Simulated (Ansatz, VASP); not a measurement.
**Ti: VASP beside Ansatz**

```
CELL_PARAMETERS angstrom
-1.52119 1.52119 1.52119
1.52119 -1.52119 1.52119
1.52119 1.52119 -1.52119
ATOMIC_POSITIONS crystal
Ti 0.00000 0.00000 0.00000
```

Alike in both runs: functional LDA; k mesh 18 × 18 × 18; occupations fermi-dirac, width 0.05 eV; no spin polarisation.

Ansatz relaxed the structure, and its values are those at the end. VASP's run is a single point on that final structure, the one shown.

|  | VASP | Ansatz |
| --- | --- | --- |
| version | VASP 6.6.1 | Ansatz 0.2.0 |
| potentials or method | VASP PAW LDA potentials, release 64 (Ti_sv), cutoff 520 eV | all-electron LAPW, scalar-relativistic |

|  | VASP | Ansatz | Ansatz less VASP |
| --- | --- | --- | --- |
| pressure (GPa) | 16.7 | 17.0 | +0.30 |

Ansatz ran all-electron here, so the differences hold the error of VASP's frozen core and of both bases.

Caveats: so large a pressure means that the cell lies far from this level's equilibrium, or that cutoff or potentials fall short (VASP).
